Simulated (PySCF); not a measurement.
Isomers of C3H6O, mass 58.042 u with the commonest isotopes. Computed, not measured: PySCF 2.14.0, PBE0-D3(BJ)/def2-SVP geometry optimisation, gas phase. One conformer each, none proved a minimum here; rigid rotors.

Question: Order these by out-of-plane moment Σ m c² = (Ia + Ib − Ic)/2, smallest first.
A. `[CH2:1]=[CH:2][O:3][CH3:4]` with C1–C2–O3–C4 0°
B. `[OH:1][CH:2]1[CH2:3][CH2:4]1` with H–O1–C2–C3 147°
C. `[CH3:1][CH2:2][CH:3]=[O:4]` with C1–C2–C3–O4 -1°
D. `[CH2:1]=[CH:2][CH2:3][OH:4]` with C1–C2–C3–O4 126°, C2–C3–O4–H -57°
E. oxetane (`C1COC1`)

Answer: A (1.62 u·Å²), C (3.11 u·Å²), E (4.89 u·Å²), D (7.86 u·Å²), B (9.16 u·Å²).

Question: Order these by rotational constant A, smallest first.
A. `[OH:1][CH:2]1[CH2:3][CH2:4]1` with H–O1–C2–C3 147° (cyclopropanol)
B. `[CH2:1]=[CH:2][CH2:3][OH:4]` with C1–C2–C3–O4 126°, C2–C3–O4–H -57°
C. `[CH2:1]=[CH:2][O:3][CH3:4]` with C1–C2–O3–C4 0°
D. `CC(C)=O` (acetone)
E. oxetane, `C1COC1`

Answer: D (10206 MHz), E (12239 MHz), A (16887 MHz), C (18610 MHz), B (26593 MHz).

Question: Order these by dipole moment, smallest first.
A. `[CH3:1][CH2:2][CH:3]=[O:4]` with C1–C2–C3–O4 -1°
B. `[OH:1][CH:2]1[CH2:3][CH2:4]1` with H–O1–C2–C3 147°
C. `O1CCC1` (oxetane)
D. `[CH2:1]=[CH:2][O:3][CH3:4]` with C1–C2–O3–C4 0°
E. `CC(C)=O` (acetone)

Answer: D (0.95 D), B (1.49 D), C (1.93 D), A (2.55 D), E (2.84 D).

| SMILES | point group | Ia (u·Å²) | Ib (u·Å²) | Ic (u·Å²) | κ | μa (D) | μb (D) | μc (D) |
| --- | --- | --- | --- | --- | --- | --- | --- | --- |
| C=COC | Cs | 27.16 | 79.16 | 103.08 | -0.78 | 0.45 | 0.83 | 0.00 |
| OC1CC1 | – | 29.93 | 72.59 | 84.19 | -0.82 | 0.24 | 1.31 | 0.67 |
| C=CCO | C1 | 19.00 | 117.03 | 120.31 | -0.99 | 1.23 | 0.03 | 0.79 |
| C1COC1 | near C2v | 41.29 | 42.47 | 73.98 | 0.87 | 1.93 | 0.00 | 0.06 |
| CCC=O | – | 30.09 | 85.47 | 109.33 | -0.79 | 1.61 | 1.98 | 0.00 |
| CC(C)=O | near C2 | 49.52 | 59.15 | 102.37 | 0.37 | 0.01 | 2.84 | 0.04 |
| C[C@@H]1CO1 | C1 | 27.36 | 75.54 | 84.30 | -0.89 | 0.92 | 1.61 | 0.46 |
